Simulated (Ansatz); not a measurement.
## Molecular dynamics of WC

The input (input.yaml):

```yaml
crystal:
  lattice:
    - [-2.9017, -5.025892, 0.0]
    - [4.35255, -2.512946, 0.0]
    - [0.0, 0.0, 5.668]
  atoms:
    - { symbol: W, position: [0.75, 0.5, 0.0] }
    - { symbol: C, position: [0.5, 0.6666667, 0.25] }
    - { symbol: W, position: [0.75, 0.5, 0.5] }
    - { symbol: C, position: [0.5, 0.6666667, 0.75] }
    - { symbol: W, position: [0.5, 0.0, 0.0] }
    - { symbol: C, position: [0.25, 0.1666667, 0.25] }
    - { symbol: W, position: [0.5, 0.0, 0.5] }
    - { symbol: C, position: [0.25, 0.1666667, 0.75] }
    - { symbol: W, position: [0.25, 0.5, 0.0] }
    - { symbol: C, position: [0.0, 0.6666667, 0.25] }
    - { symbol: W, position: [0.25, 0.5, 0.5] }
    - { symbol: C, position: [0.0, 0.6666667, 0.75] }
    - { symbol: W, position: [0.0, 0.0, 0.0] }
    - { symbol: C, position: [0.75, 0.1666667, 0.25] }
    - { symbol: W, position: [0.0, 0.0, 0.5] }
    - { symbol: C, position: [0.75, 0.1666667, 0.75] }
basis:
  ecutwfc: 420.0
kpoints:
  mp_grid: { grid: [2, 2, 2] }
hamiltonian:
  xc: pbe
  dispersion: d3bj
  pseudopotentials: { kind: paw, azcp: { folder: soft_1 } }
scf:
  occupations: { method: fermi_dirac, width: 0.24 }
  lower_state_search: "off"
md:
  timestep: 0.75
  n_steps: 210
  ensemble: nvt_langevin
  temperature: 2800.0
  initial_velocities: maxwell_boltzmann
  seed: 645228
  friction: 0.02
```

Launched with:

```bash
$ ansatz run input.yaml --threads 1 --pin off --max-ram 3072MiB --backend cpu --events-out ev --progress --plain --runs-dir out
```

It starts from an unrelaxed structure (largest force component 0.06 eV/Å).

Output, in part (step lines):

```
md step     0: t =     0.00 fs  T =  2625.0 K  F+E_penalty+E_count = -85104.22324492 eV  E_kin = 5.428920 eV  (9 SCF iters)
[... lines left out ...]
```

The steps, from the saved trajectory:

```json
{"time (fs)": "0.0", "T (K)": "2625", "potential energy less start (eV)": "0.000"}
{"time (fs)": "5.2", "T (K)": "2252", "potential energy less start (eV)": "1.062"}
{"time (fs)": "10.5", "T (K)": "1070", "potential energy less start (eV)": "2.968"}
{"time (fs)": "15.8", "T (K)": "1516", "potential energy less start (eV)": "2.804"}
{"time (fs)": "21.0", "T (K)": "2303", "potential energy less start (eV)": "1.958"}
{"time (fs)": "26.2", "T (K)": "2366", "potential energy less start (eV)": "3.138"}
{"time (fs)": "31.5", "T (K)": "1477", "potential energy less start (eV)": "4.875"}
{"time (fs)": "36.8", "T (K)": "1402", "potential energy less start (eV)": "5.484"}
{"time (fs)": "42.0", "T (K)": "2021", "potential energy less start (eV)": "4.601"}
{"time (fs)": "47.2", "T (K)": "2181", "potential energy less start (eV)": "4.355"}
{"time (fs)": "52.5", "T (K)": "2236", "potential energy less start (eV)": "5.285"}
{"time (fs)": "57.8", "T (K)": "2934", "potential energy less start (eV)": "4.711"}
{"time (fs)": "63.0", "T (K)": "2933", "potential energy less start (eV)": "4.193"}
{"time (fs)": "68.2", "T (K)": "2496", "potential energy less start (eV)": "4.753"}
{"time (fs)": "73.5", "T (K)": "2719", "potential energy less start (eV)": "4.908"}
{"time (fs)": "78.8", "T (K)": "2285", "potential energy less start (eV)": "4.699"}
{"time (fs)": "84.0", "T (K)": "1864", "potential energy less start (eV)": "5.010"}
{"time (fs)": "89.2", "T (K)": "2282", "potential energy less start (eV)": "4.702"}
{"time (fs)": "94.5", "T (K)": "2252", "potential energy less start (eV)": "4.295"}
{"time (fs)": "99.8", "T (K)": "2188", "potential energy less start (eV)": "4.326"}
{"time (fs)": "105.0", "T (K)": "1742", "potential energy less start (eV)": "4.815"}
{"time (fs)": "110.2", "T (K)": "1788", "potential energy less start (eV)": "5.025"}
{"time (fs)": "115.5", "T (K)": "1707", "potential energy less start (eV)": "5.031"}
{"time (fs)": "120.8", "T (K)": "2020", "potential energy less start (eV)": "4.503"}
{"time (fs)": "126.0", "T (K)": "2372", "potential energy less start (eV)": "3.922"}
{"time (fs)": "131.2", "T (K)": "2050", "potential energy less start (eV)": "4.157"}
{"time (fs)": "136.5", "T (K)": "1769", "potential energy less start (eV)": "4.328"}
{"time (fs)": "141.8", "T (K)": "1603", "potential energy less start (eV)": "4.552"}
{"time (fs)": "147.0", "T (K)": "2117", "potential energy less start (eV)": "4.306"}
{"time (fs)": "152.2", "T (K)": "2677", "potential energy less start (eV)": "3.434"}
{"time (fs)": "157.5", "T (K)": "2179", "potential energy less start (eV)": "3.323"}
```

All steps were run. The mean temperature of the second half is 26 % below the set value. A run of 0.16 ps of so small a system gives no equilibrium averages. Limits of this set-up: coarse k mesh.

Mean squared displacements from the first frame to the last, about the centre of mass: W 0.01 Å², C 0.03 Å².

Last frame:

```xyz
16
Lattice="-2.9017 -5.0259 0.0000 4.3525 -2.5129 0.0000 0.0000 0.0000 5.6680" Properties=species:S:1:pos:R:3
W 0.008 -5.028 -0.103
C 1.522 -4.369 1.302
W 0.034 -5.031 2.831
C 1.336 -4.210 4.236
W -1.347 -2.708 -0.111
C 0.152 -1.638 1.233
W -1.341 -2.347 2.841
C 0.055 -1.762 4.165
W 1.452 -2.589 -0.034
C 3.049 -1.452 1.411
W 1.512 -2.553 2.671
C 2.848 -1.778 4.265
W 0.015 -0.025 -0.126
C -1.322 -4.102 1.417
W 0.038 0.015 2.754
C -1.577 -4.361 4.100
```

The run took 18 min on 1 thread of Arm Neoverse V1 (shared host), peak memory 0.53 GiB.
